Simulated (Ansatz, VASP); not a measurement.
**Cross-check of GaP between VASP and Ansatz**

One calculation is typed for both programs; each brings its own data sets and cutoff. How far apart do they land?

Calculated with Ansatz 0.2.0; plane waves, with VASP 6.6.1 beside it; single point at LDA.

### Step 1. Starting point

The cell holds 54 atoms: 27 P and 27 Ga. Cell: a = 11.562 Å, b = 11.562 Å, c = 11.562 Å, α = 60.0°, β = 60.0°, γ = 60.0°. It derives from GaP, repeated 3×3×3. Nearest the centre at fractional (0.250, 0.250, 0.250): P1 at 0.00 Å, Ga15 at 2.36 Å, Ga12 at 2.36 Å, Ga6 at 2.36 Å, Ga14 at 2.36 Å, P47 at 3.85 Å, P49 at 3.85 Å, P46 at 3.85 Å.

### Step 2. VASP: single point, LDA

A single point gives forces, pressure and levels at one fixed geometry, so differences don't come from the geometry; what else differs is listed under the comparison.

Lines of VASP's logs that name or quote its potential files are left out, and so is its time.

File INCAR:

```
SYSTEM = GaP
PREC = Accurate
ENCUT = 400
EDIFF = 1E-06
NELM = 100
ISMEAR = 0
SIGMA = 0.05
LREAL = Auto
ALGO = Normal
GGA = CA
LWAVE = .FALSE.
LCHARG = .FALSE.
NCORE = 8
ICORELEVEL = 1
```

File POSCAR:

```
GaP
1.0
    0.0000000000      8.1757500000      8.1757500000
    8.1757500000      0.0000000000      8.1757500000
    8.1757500000      8.1757500000      0.0000000000
P Ga P
1 27 26
Direct
    0.2500000000      0.2500000000      0.2500000000
    0.0000000000      0.0000000000      0.0000000000
    0.0000000000      0.0000000000      0.3333333333
    0.0000000000      0.0000000000      0.6666666667
    0.0000000000      0.3333333333      0.0000000000
    0.0000000000      0.3333333333      0.3333333333
    0.0000000000      0.3333333333      0.6666666667
    0.0000000000      0.6666666667      0.0000000000
    0.0000000000      0.6666666667      0.3333333333
    0.0000000000      0.6666666667      0.6666666667
    0.3333333333      0.0000000000      0.0000000000
    0.3333333333      0.0000000000      0.3333333333
    0.3333333333      0.0000000000      0.6666666667
    0.3333333333      0.3333333333      0.0000000000
    0.3333333333      0.3333333333      0.3333333333
    0.3333333333      0.3333333333      0.6666666667
    0.3333333333      0.6666666667      0.0000000000
    0.3333333333      0.6666666667      0.3333333333
    0.3333333333      0.6666666667      0.6666666667
    0.6666666667      0.0000000000      0.0000000000
    0.6666666667      0.0000000000      0.3333333333
    0.6666666667      0.0000000000      0.6666666667
    0.6666666667      0.3333333333      0.0000000000
    0.6666666667      0.3333333333      0.3333333333
    0.6666666667      0.3333333333      0.6666666667
    0.6666666667      0.6666666667      0.0000000000
    0.6666666667      0.6666666667      0.3333333333
    0.6666666667      0.6666666667      0.6666666667
    0.2500000000      0.2500000000      0.5833333333
    0.2500000000      0.2500000000      0.9166666667
    0.2500000000      0.5833333333      0.2500000000
    0.2500000000      0.5833333333      0.5833333333
    0.2500000000      0.5833333333      0.9166666667
    0.2500000000      0.9166666667      0.2500000000
    0.2500000000      0.9166666667      0.5833333333
    0.2500000000      0.9166666667      0.9166666667
    0.5833333333      0.2500000000      0.2500000000
    0.5833333333      0.2500000000      0.5833333333
    0.5833333333      0.2500000000      0.9166666667
    0.5833333333      0.5833333333      0.2500000000
    0.5833333333      0.5833333333      0.5833333333
    0.5833333333      0.5833333333      0.9166666667
    0.5833333333      0.9166666667      0.2500000000
    0.5833333333      0.9166666667      0.5833333333
    0.5833333333      0.9166666667      0.9166666667
    0.9166666667      0.2500000000      0.2500000000
    0.9166666667      0.2500000000      0.5833333333
    0.9166666667      0.2500000000      0.9166666667
    0.9166666667      0.5833333333      0.2500000000
    0.9166666667      0.5833333333      0.5833333333
    0.9166666667      0.5833333333      0.9166666667
    0.9166666667      0.9166666667      0.2500000000
    0.9166666667      0.9166666667      0.5833333333
    0.9166666667      0.9166666667      0.9166666667
```

File KPOINTS:

```
Automatic mesh
0
Gamma
3 3 3
0 0 0
```

Potentials, in the order of the species: P, Ga_d and P (PBE family, release 64).

Run with:

```
$ mpirun -np 8 vasp_std
```

Numbers of over 12 decimals in the logs are rounded to 6 here.

The program printed:

```text
[banner, memory and clock lines left out]
running    8 mpi-ranks, on    1 nodes
[...]
|                                                                             |
|           W    W    AA    RRRRR   N    N  II  N    N   GGGG   !!!           |
|           W    W   A  A   R    R  NN   N  II  NN   N  G    G  !!!           |
|           W    W  A    A  R    R  N N  N  II  N N  N  G       !!!           |
|           W WW W  AAAAAA  RRRRR   N  N N  II  N  N N  G  GGG   !            |
|           WW  WW  A    A  R   R   N   NN  II  N   NN  G    G                |
|           W    W  A    A  R    R  N    N  II  N    N   GGGG   !!!           |
|                                                                             |
|     For optimal performance we recommend to set                             |
|       NCORE = 2 up to number-of-cores-per-socket                            |
|     NCORE specifies how many cores store one orbital (NPAR=cpu/NCORE).      |
|     This setting can greatly improve the performance of VASP for DFT.       |
[...]
|                                                                             |
|     You enforced a specific xc type in the INCAR file but a different       |
|     [... a line on the potential file left out ...]
|     I HOPE YOU KNOW WHAT YOU ARE DOING!                                     |
|                                                                             |

 LDA part: xc-table for (Slater(with rela. corr.)+CA(PZ))
 , standard interpolation
 POSCAR, INCAR and KPOINTS ok, starting setup
[...]
entering main loop
       N       E                     dE             d eps       ncg     rms          rms(c)
DAV:   1     0.573452914568E+04    0.57345E+04   -0.16270E+05  2360   0.214E+03
DAV:   2     0.105540534549E+04   -0.46791E+04   -0.45449E+04  2416   0.613E+02
DAV:   3    -0.137084116382E+03   -0.11925E+04   -0.10956E+04  2800   0.214E+02
DAV:   4    -0.283781990146E+03   -0.14670E+03   -0.14389E+03  2912   0.705E+01
[...]
DAV:  17    -0.283278941307E+03    0.19552E-05   -0.61667E-06  2522   0.437E-02    0.178E-03
DAV:  18    -0.283278943230E+03   -0.19230E-05   -0.20919E-05  2232   0.130E-02    0.235E-03
DAV:  19    -0.283278943241E+03   -0.11096E-07   -0.15662E-06  1519   0.595E-03
   1 F= -.28327894E+03 E0= -.28327894E+03  d E =-.425964E-11
```

From OUTCAR (step 2):

```text
  Total      -18.5476085    -18.5476085    -18.5476085      0.0000000      0.0000000     -0.0000000
  in kB      -27.1885282    -27.1885282    -27.1885282      0.0000000      0.0000000     -0.0000000
  external PRESSURE =     -27.1885282 kB  Pullay stress =       0.0000000 kB

 POSITION                                       TOTAL-FORCE (eV/Angst)
 -----------------------------------------------------------------------------------
      4.08788      4.08788      4.08788         0.000000     -0.000000     -0.000000
      0.00000      0.00000      0.00000         0.000000     -0.000000     -0.000000
      2.72525      2.72525      0.00000         0.000408      0.000408     -0.000311
      5.45050      5.45050      0.00000        -0.000408     -0.000408     -0.000311
      2.72525      0.00000      2.72525         0.000408     -0.000311      0.000408
      5.45050      2.72525      2.72525         0.000406     -0.000406     -0.000406
      8.17575      5.45050      2.72525         0.000311     -0.000408      0.000408
      5.45050      0.00000      5.45050        -0.000408     -0.000311     -0.000408
      8.17575      2.72525      5.45050         0.000311      0.000408     -0.000408
     10.90100      5.45050      5.45050        -0.000181      0.000181      0.000181
      0.00000      2.72525      2.72525        -0.000311      0.000408      0.000408
      2.72525      5.45050      2.72525        -0.000406      0.000406     -0.000406
      5.45050      8.17575      2.72525        -0.000408      0.000311      0.000408
      2.72525      2.72525      5.45050        -0.000406     -0.000406      0.000406
[...]
-----------------------------------------------------------------------------------
    total drift:                               -0.000003     -0.000003     -0.000003

  FREE ENERGIE OF THE ION-ELECTRON SYSTEM (eV)
  ---------------------------------------------------
  free  energy   TOTEN  =      -283.2789432410 eV

  energy  without entropy=     -283.2789432410  energy(sigma->0) =     -283.27894324

[... 3 further parts left out ...]
[key lines of the parts left out:]
E-fermi :   4.6545
```

The gap is read on the k-mesh alone, so it is an upper bound where the band edges lie off the mesh. These are scalar-relativistic Kohn-Sham levels of the ground state, with no core hole, so they are not binding energies. The PAW data sets were made with PBE, though LDA sets exist; this is a small mismatch.

### Step 3. Ansatz: single point, LDA

Ansatz runs on its default PAW (the set named soft_2) files.

The same cell, functional (in two slightly different forms), mesh and smearing now go to Ansatz, which takes its cutoff from its data sets.

File input.yaml:

```yaml
crystal:
  lattice:
    - [0.0, 8.17575, 8.17575]
    - [8.17575, 0.0, 8.17575]
    - [8.17575, 8.17575, 0.0]
  atoms:
    - { symbol: P, position: [0.25, 0.25, 0.25] }
    - { symbol: Ga, position: [0.0, 0.0, 0.0] }
    - { symbol: Ga, position: [0.0, 0.0, 0.3333333333] }
    - { symbol: Ga, position: [0.0, 0.0, 0.6666666667] }
    - { symbol: Ga, position: [0.0, 0.3333333333, 0.0] }
    - { symbol: Ga, position: [0.0, 0.3333333333, 0.3333333333] }
    - { symbol: Ga, position: [0.0, 0.3333333333, 0.6666666667] }
    - { symbol: Ga, position: [0.0, 0.6666666667, 0.0] }
    - { symbol: Ga, position: [0.0, 0.6666666667, 0.3333333333] }
    - { symbol: Ga, position: [0.0, 0.6666666667, 0.6666666667] }
    - { symbol: Ga, position: [0.3333333333, 0.0, 0.0] }
    - { symbol: Ga, position: [0.3333333333, 0.0, 0.3333333333] }
    - { symbol: Ga, position: [0.3333333333, 0.0, 0.6666666667] }
    - { symbol: Ga, position: [0.3333333333, 0.3333333333, 0.0] }
    - { symbol: Ga, position: [0.3333333333, 0.3333333333, 0.3333333333] }
    - { symbol: Ga, position: [0.3333333333, 0.3333333333, 0.6666666667] }
    - { symbol: Ga, position: [0.3333333333, 0.6666666667, 0.0] }
    - { symbol: Ga, position: [0.3333333333, 0.6666666667, 0.3333333333] }
    - { symbol: Ga, position: [0.3333333333, 0.6666666667, 0.6666666667] }
    - { symbol: Ga, position: [0.6666666667, 0.0, 0.0] }
    - { symbol: Ga, position: [0.6666666667, 0.0, 0.3333333333] }
    - { symbol: Ga, position: [0.6666666667, 0.0, 0.6666666667] }
    - { symbol: Ga, position: [0.6666666667, 0.3333333333, 0.0] }
    - { symbol: Ga, position: [0.6666666667, 0.3333333333, 0.3333333333] }
    - { symbol: Ga, position: [0.6666666667, 0.3333333333, 0.6666666667] }
    - { symbol: Ga, position: [0.6666666667, 0.6666666667, 0.0] }
    - { symbol: Ga, position: [0.6666666667, 0.6666666667, 0.3333333333] }
    - { symbol: Ga, position: [0.6666666667, 0.6666666667, 0.6666666667] }
    - { symbol: P, position: [0.25, 0.25, 0.5833333333] }
    - { symbol: P, position: [0.25, 0.25, 0.9166666667] }
    - { symbol: P, position: [0.25, 0.5833333333, 0.25] }
    - { symbol: P, position: [0.25, 0.5833333333, 0.5833333333] }
    - { symbol: P, position: [0.25, 0.5833333333, 0.9166666667] }
    - { symbol: P, position: [0.25, 0.9166666667, 0.25] }
    - { symbol: P, position: [0.25, 0.9166666667, 0.5833333333] }
    - { symbol: P, position: [0.25, 0.9166666667, 0.9166666667] }
    - { symbol: P, position: [0.5833333333, 0.25, 0.25] }
    - { symbol: P, position: [0.5833333333, 0.25, 0.5833333333] }
    - { symbol: P, position: [0.5833333333, 0.25, 0.9166666667] }
    - { symbol: P, position: [0.5833333333, 0.5833333333, 0.25] }
    - { symbol: P, position: [0.5833333333, 0.5833333333, 0.5833333333] }
    - { symbol: P, position: [0.5833333333, 0.5833333333, 0.9166666667] }
    - { symbol: P, position: [0.5833333333, 0.9166666667, 0.25] }
    - { symbol: P, position: [0.5833333333, 0.9166666667, 0.5833333333] }
    - { symbol: P, position: [0.5833333333, 0.9166666667, 0.9166666667] }
    - { symbol: P, position: [0.9166666667, 0.25, 0.25] }
    - { symbol: P, position: [0.9166666667, 0.25, 0.5833333333] }
    - { symbol: P, position: [0.9166666667, 0.25, 0.9166666667] }
    - { symbol: P, position: [0.9166666667, 0.5833333333, 0.25] }
    - { symbol: P, position: [0.9166666667, 0.5833333333, 0.5833333333] }
    - { symbol: P, position: [0.9166666667, 0.5833333333, 0.9166666667] }
    - { symbol: P, position: [0.9166666667, 0.9166666667, 0.25] }
    - { symbol: P, position: [0.9166666667, 0.9166666667, 0.5833333333] }
    - { symbol: P, position: [0.9166666667, 0.9166666667, 0.9166666667] }
hamiltonian:
  xc: lda
  pseudopotentials: { kind: paw }
kpoints:
  mp_grid: { grid: [3, 3, 3] }
scf:
  occupations: { method: gaussian, width: 0.05 }
  n_extra_bands: 17
output:
  forces: true
  stress: true
  eigenvalues: true
```

Run with:

```
$ ansatz run input.yaml --threads 8 --pin off --max-ram 18432MiB --backend cpu --events-out ev --progress --plain --runs-dir out
```

The program printed:

```text
scf.n_extra_bands = 17 over 243 filled bands (N_el = 486.0): the run solves 260 bands
Engine: ansatz 0.2.0, aarch64-unknown-linux-gnu
Pseudopotentials: kind: paw
Pseudopotential: P, paw, valence charge 5, recommended cutoff 420 eV (normal), P.paw.azcp
Pseudopotential: Ga, paw, valence charge 13, recommended cutoff 420 eV (normal), Ga.paw.azcp
Functional definition: SPW92
  exchange = slater_x
  correlation = pw_c
Crystal: 54 atoms, lattice volume = 1092.981 Å³
Basis set: ecut = 420 eV, 21331 PW (Γ)
Bands: 260, of which v1, the nominal top of the filled ones, is band 243 counted from 1 (242 counted from 0)
Symmetry: 648 space group operations
Space group: F-43m (ITA 216), of the structure as read, at distance tolerance 1.0e-4 Å
k-points: 4 of 27 (time reversal used)
Non-local potential: P, projectors of the file, l = 0: 2, l = 1: 2, l = 2: 2
Non-local potential: Ga, projectors of the file, l = 0: 2, l = 1: 2, l = 2: 3, l = 3: 1
PAW form: soft (Blöchl's): semilocal exchange-correlation on the pseudo side does not see the compensation charge
PAW frozen core: P, regenerated for the run's functional, and the local potential with it (the file was generated under x = pbe(κ = 0.804, μ = 0.219515), c = pbe(β = 0.066725))
PAW frozen core: Ga, regenerated for the run's functional, and the local potential with it (the file was generated under x = pbe(κ = 0.804, μ = 0.219515), c = pbe(β = 0.066725))
PAW one-centre angular grid: P, 110 points (default); XC on 64 Gauss nodes
PAW one-centre angular grid: Ga, 590 points (default); XC on 64 Gauss nodes
Initial density: superposition of atomic densities (neutral atoms: chi_scale 0, normalization atom), corrected by the library's trained network
Initial wavefunctions: pseudopotential atomic-orbital guess
Functional: x = slater, c = lda
SCF iter   1: F=—  HF=-119711.550834 eV  |F-HF|=—  |Δ(HF+E_count)|=         —  Δρ=6.83e-3  dr2=4.60e-1  ethr=1.77e-3  ⟨swp⟩=7.5  Hψ=4658  notcnv=0
preconditioner: auto → Resta (q_TF=auto, 2.384 Å⁻¹)  ε∞=4.7  [insulator: Δε(μ)=1.387 eV  Ē_g=12.833 eV  σ=0.050 eV  W_gap=1.00  n_scr=258 (ndim 8)  ℏωp=24.8 eV  f_vac=0.013  D(μ)=0.00/eV (n_scr^D=0)  ε∞_Penn≈4.7]
SCF iter   2: F=—  HF=-119711.429160 eV  |F-HF|=—  |Δ(HF+E_count)|=   1.22e-1  Δρ=3.25e-3  dr2=1.05e-1  ethr=9.46e-5  ⟨swp⟩=2.0  Hψ=1545  notcnv=0  defer=13
SCF iter   3: F=—  HF=-119711.403906 eV  |F-HF|=—  |Δ(HF+E_count)|=   2.53e-2  Δρ=6.85e-4  dr2=3.93e-3  ethr=2.15e-5  ⟨swp⟩=2.0  Hψ=1429  notcnv=0  defer=13
SCF iter   4: F=—  HF=-119711.402864 eV  |F-HF|=—  |Δ(HF+E_count)|=   1.04e-3  Δρ=3.11e-4  dr2=1.05e-3  ethr=8.10e-7  ⟨swp⟩=2.0  Hψ=1985  notcnv=0  defer=13
SCF iter   5: F=—  HF=-119711.402603 eV  |F-HF|=—  |Δ(HF+E_count)|=   2.62e-4  Δρ=8.36e-5  dr2=9.50e-5  ethr=2.15e-7  ⟨swp⟩=2.0  Hψ=1978  notcnv=0  defer=13
SCF iter   6: F=—  HF=-119711.403020 eV  |F-HF|=—  |Δ(HF+E_count)|=   4.18e-4  Δρ=1.18e-5  dr2=1.82e-6  ethr=1.96e-8  ⟨swp⟩=2.0  Hψ=1342  notcnv=0  defer=13
SCF iter   7: F=-119711.403021 eV  HF=-119711.403021 eV  |F-HF|=1.37e-8  |Δ(HF+E_count)|=   7.02e-7  Δρ=2.49e-6  dr2=6.13e-8  ethr=2.06e-11  ⟨swp⟩=9.8  Hψ=5187  notcnv=0
SCF 1 converged in 7 iterations: F = -119711.403021 eV  dr2 = 6.13e-8
  greatest PAW one-centre occupation: 0.994 electrons in one spin orbital (limit 2), on the Ga atom at site 27 (counted from 0), in its partial waves of l = 2
SCF converged after 7 iterations
Free energy (F): -119711.403021 eV
Harris-Foulkes:  -119711.403021 eV  (|F-HF|=1.37e-8)
Internal energy: -119711.403021 eV  (E = F + TS)
E sigma→0 (E₀):  -119711.403021 eV
Fermi energy:    7.562011 eV
--- Per-component energies (eV) ---
  E_band       = -1740.204770
  E_kinetic    = 5038.985648
  E_local      = -59559.702699  (includes V_loc(G=0)·N_el)
  E_nonlocal   = 12473.826741
  E_hartree    = 27469.589041
  E_xc         = -3512.601000
  E_vxc        = -3230.023273  (∫ρ·V_xc dr)
  E_paw        = -66229.921572  (= ΣΔE_a)
  E_vpaw       = -11402.456232  (= ΣTr[D̂ρ^β])
  E_aug_tail   = -0.003145  (compensation charges beyond the density's cutoff)
  E_ewald      = -35441.413484
  E_core_change = 49.837448  (= ΣΔE_core)
  E_smearing   = -0.000000  (= −TS)
  E_closure    = -0.000000  (closes the sum)
  Σ components = -119711.403021   (vs F -119711.403021, Δ=0.00e0)
--- Forces (eV/Å), atoms counted from 1 ---
  atom   1  P      0.00000000    -0.00000000    -0.00000000
  atom   2  Ga    -0.00000000     0.00000000     0.00000000
  atom   3  Ga    -0.00000000     0.00000000     0.00000000
  atom   4  Ga     0.00000000     0.00000000     0.00000000
  atom   5  Ga     0.00000000     0.00000000     0.00000000
  atom   6  Ga     0.00000000     0.00000000     0.00000000
  atom   7  Ga    -0.00000000     0.00000000     0.00000000
  atom   8  Ga     0.00000000     0.00000000     0.00000000
  atom   9  Ga     0.00000000     0.00000000     0.00000000
  atom  10  Ga     0.00000000     0.00000000     0.00000000
  atom  11  Ga     0.00000000     0.00000000     0.00000000
  atom  12  Ga     0.00000000     0.00000000     0.00000000
  atom  13  Ga     0.00000000     0.00000000     0.00000000
  atom  14  Ga     0.00000000     0.00000000     0.00000000
  atom  15  Ga    -0.00000000     0.00000000     0.00000000
  atom  16  Ga     0.00000000     0.00000000     0.00000000
  atom  17  Ga     0.00000000     0.00000000     0.00000000
  atom  18  Ga     0.00000000     0.00000000     0.00000000
  atom  19  Ga     0.00000000     0.00000000     0.00000000
  atom  20  Ga    -0.00000000     0.00000000     0.00000000
  atom  21  Ga    -0.00000000     0.00000000     0.00000000
  atom  22  Ga     0.00000000     0.00000000     0.00000000
  atom  23  Ga     0.00000000     0.00000000     0.00000000
  atom  24  Ga     0.00000000     0.00000000     0.00000000
[...]
atom  47  P      0.00000000     0.00000000     0.00000000
  atom  48  P      0.00000000    -0.00000000     0.00000000
  atom  49  P      0.00000000    -0.00000000     0.00000000
  atom  50  P      0.00000000    -0.00000000    -0.00000000
  atom  51  P      0.00000000    -0.00000000     0.00000000
  atom  52  P      0.00000000    -0.00000000     0.00000000
  atom  53  P      0.00000000    -0.00000000     0.00000000
  atom  54  P      0.00000000    -0.00000000     0.00000000
  max |Σ_I F_I| component: 1.97e-15 eV/Å
--- Stress (GPa, compression-positive) ---
       -2.746489      -0.000000       0.000000
        0.000000      -2.746489      -0.000000
       -0.000000       0.000000      -2.746489
  P = ⅓ Tr σ = -2.7465 GPa (-27.465 kbar)
--- Band table (eV) ---
  k-point 0: bands = [... 239 lower, 5.9228, 6.8402, 6.8402, 6.8402, 8.4492, 8.4510, 8.4510, 8.4510, ... 13 higher]
  k-point 1: bands = [... 239 lower, 6.2640, 6.2640, 6.6498, 6.6498, 8.3664, 8.6576, 8.6576, 8.6576, ... 13 higher]
  k-point 2: bands = [... 239 lower, 6.2725, 6.2725, 6.2956, 6.2956, 8.2850, 8.7106, 9.0725, 9.2174, ... 13 higher]
  k-point 3: bands = [... 239 lower, 5.8771, 5.9237, 5.9237, 6.6296, 8.5098, 9.1664, 9.1664, 9.2395, ... 13 higher]
```

The job ended after 28 s (8 threads of Arm Neoverse V1, shared host; peak memory 4.8 GiB; 3.5 min of CPU time).

In the SCF lines HF is the Harris–Foulkes energy and dr2 the Hartree energy of the density residual, in eV; the loop may stop once dr2 is under the threshold and the program's other checks hold. Hψ counts applications of the Hamiltonian.

The run ends at a pressure of -2.75 GPa.

### Step 4. Comparison

Known differences besides the potentials themselves: the two LDA forms differ slightly; the cutoff is 420 eV in Ansatz and 400 eV in VASP (PREC = Accurate, projectors in real space); Ansatz makes its cores anew for this functional, VASP keeps those of its PBE data sets; VASP's log shows a relativistic correction to its local exchange, Ansatz's none. Total energies have different zeros and are not compared.

Both answers:

```csv
quantity,Ansatz,VASP,difference
pressure (GPa),-2.75,-2.72,-0.03
gap on the k mesh (eV),1.445,1.450,-0.005
```

A gap on the mesh is an upper bound, since the band edges may lie between its points. Ansatz's pressure holds a Pulay correction of 0.04 GPa; VASP's holds none.

### Step 5. What came out

| Quantity | Value |
| --- | --- |
| difference in gap on the k mesh (single point, LDA) | -0.0053 eV |

**Reading.** The difference in gap on the k mesh is -0.0053 eV (single point, LDA), within the 0.08 eV picked in this series as the mark of a large difference. How closely two codes agree says nothing of how well the functional describes the real material.

[Lines on the potential files, build, host, timing and source positions are cut from VASP's logs without a mark.]

[Logs are printed without paths, hosts, clocks, repeated set-up lines and the standing remarks that a program may print on its own settings, such as how far it seeks lower states.]

[Hosts, paths, dates, database ids (printed as entryN), source tags and the programs' standing remarks are cut or masked in the printed files.]

[VASP's PBE data sets in a run with another functional are called a small mismatch above; for pressures it isn't always small: they can move by 1 GPa and more.]
